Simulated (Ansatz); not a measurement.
**Cadmium (omega (AlB2-type)) across density functionals**

All rows: Ansatz, plane waves with scalar-relativistic PAW, 420 eV (500 eV for the SCAN forms), relaxed under each functional, no dispersion correction, no zero-point motion. B₀ comes from uniform scaling at fixed shape; a dash is a value not given.

| functional | V (Å³/atom) | cell | B₀ (GPa) | magnetic state | ΔE to hcp (meV/atom) |
| --- | --- | --- | --- | --- | --- |
| PBE | 23.66 | a = 5.146 Å, c = 3.095 Å (c/a = 0.602) | 35 | spin not included | 61 |
| r²SCAN | 22.37 | a = 5.050 Å, c = 3.038 Å (c/a = 0.602) | 47 | spin not included | 94 |
| PBEsol | 21.59 | a = 4.999 Å, c = 2.993 Å (c/a = 0.599) | 53 | spin not included | 82 |
| LDA | 20.53 | a = 4.926 Å, c = 2.931 Å (c/a = 0.595) | 63 | spin not included | 93 |
| revPBE | 24.83 | a = 5.225 Å, c = 3.151 Å (c/a = 0.603) | 27 | spin not included | 50 |
| RPBE | 25.34 | a = 5.259 Å, c = 3.174 Å (c/a = 0.604) | 24 | spin not included | 46 |
| BLYP | 28.49 | a = 5.546 Å, c = 3.208 Å (c/a = 0.578) | 11 | spin not included | 22 |

LDA gives the smallest volume and BLYP the largest.
